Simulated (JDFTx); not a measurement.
# CdF2 under changes of volume

One of the cells (13.035 Å³/atom); the others are scaled copies at fixed shape and fractional positions:

```
Cd F
1.0
     0.00000    2.69400    2.69400
     2.69400    0.00000    2.69400
     2.69400    2.69400    0.00000
Cd F
1 2
Direct
  0.00000 0.00000 0.00000
  0.75000 0.75000 0.75000
  0.25000 0.25000 0.25000
```

- Program: JDFTx 1.7.0 (patched build)
- Functional: PBEsol
- Potentials or basis: PseudoDojo-SR-PBEsol-0.4.1-standard with smoothed tails
- Cutoff: 1388 eV
- Density cutoff: 11102 eV
- k mesh: 9 × 9 × 9
- Occupations: fermi-dirac, width 0.05 eV
- Spin: no spin polarisation

| volume (Å³/atom) | energy over the lowest point (meV/atom) | pressure (GPa) | gap on the mesh (eV) |
| --- | --- | --- | --- |
| 12.253 | 15.99 | 7.3 | 3.20 |
| 12.513 | ? | ? | ? |
| 12.774 | 1.25 | 1.9 | 3.05 |
| 13.035 | 0.00 | -0.4 | 2.98 |
| 13.295 | 2.23 | -2.4 | 2.91 |
| 13.556 | 7.56 | -4.2 | 2.85 |
| 13.817 | 15.65 | -5.8 | 2.78 |

Problem. What does the run at 12.513 Å³/atom give?

Solution. Energy over the lowest point 6.42 meV/atom; pressure 4.4 GPa; gap on the mesh 3.13 eV.

Worked out: A Birch-Murnaghan fit of order 3 (a polynomial in V^(-2/3)) to the other rows has its minimum at 12.99 Å³/atom with B0 = V·E''(V) = 109 GPa and B' = 4.9. It gives 6.43 meV/atom at 12.513 Å³/atom, against the run's 6.42, and -dE/dV = 4.5 GPa, against 4.4. A straight line through the other rows of the gap, of slope -3.48 eV per unit of ln V, gives 3.12 eV, against the run's 3.13.

Energies are extrapolated to zero smearing.

Caveats: an odd mesh through Γ misses points on the zone boundary, where band edges often lie. Spin-orbit coupling on Cd is left out.
